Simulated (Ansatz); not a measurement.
Pressure coefficients of RbBr

Space group Fm-3m (No. 225). a = 6.855 Å, b = 6.855 Å, c = 6.855 Å, α = 90.00°, β = 90.00°, γ = 90.00°
| atom | site | symmetry | x | y | z |
| --- | --- | --- | --- | --- | --- |
| Rb | 4a | m-3m | 0.0000 | 0.0000 | 0.0000 |
| Br | 4b | m-3m | 0.5000 | 0.0000 | 0.0000 |

The runs use the primitive cell with vectors (0.000, 3.428, 3.428), (3.428, 0.000, 3.428), (3.428, 3.428, 0.000) Å, to which the k mesh refers.

Symmetry: Fm-3m, No. 225, cubic system. Conventional cell: a = 6.855 Å, b = 6.855 Å, c = 6.855 Å, α = 90.00°, β = 90.00°, γ = 90.00°. Around Rb (site symmetry m-3m) lie 6 Br at 3.43 Å. Br (site symmetry m-3m) has 6 Rb at 3.43 Å as nearest neighbours.

The cell is COD entry 1010048, as deposited and not checked against the literature; nothing was relaxed. It is an old determination, and later ones may differ.

Computed with Ansatz 0.2.0, DFT, PBE, all-electron LAPW, scalar-relativistic.

Numerical set-up: a Γ-centred 7×7×7 k mesh, Fermi–Dirac smearing of 0.03 eV, basis error target 1 meV/atom, no spin polarisation.

The cell is scaled evenly with fractional coordinates held. Semilocal gaps are too small, but their slopes carry over better.

```json
{"V/V(cell)": "0.9600", "P (GPa)": "1.73", "gap on the k mesh (eV)": "4.471"}
{"V/V(cell)": "0.9800", "P (GPa)": "1.34", "gap on the k mesh (eV)": "4.416"}
{"V/V(cell)": "1.0000", "P (GPa)": "0.99", "gap on the k mesh (eV)": "4.364"}
{"V/V(cell)": "1.0200", "P (GPa)": "0.68", "gap on the k mesh (eV)": "4.314"}
```

Task: From the rows at 0.9800 and 1.0200, what is the bulk modulus at the cell's volume?

Result: B = −ΔP/Δln V = −[(0.68) − (1.34)]/0.04001 = 16.5 GPa. This is the modulus at 0.99 GPa, not at zero pressure.

Task: What are the gap's volume deformation potential and pressure coefficient?

Result: dEg/dln V = (4.314 − 4.416)/0.04001 = -2.55 eV, and dEg/dP = −(dEg/dln V)/B = 155 meV/GPa: pressure widens the gap.

Task: Predict the row at V/V(cell) = 1.0400. How far is a linear estimate of P off?

Result: P = 0.40 GPa, gap 4.266 eV. The linear estimate P(cell) − B ln(V/V(cell)) = 0.34 GPa misses by 0.06 GPa, since the modulus falls on expansion.
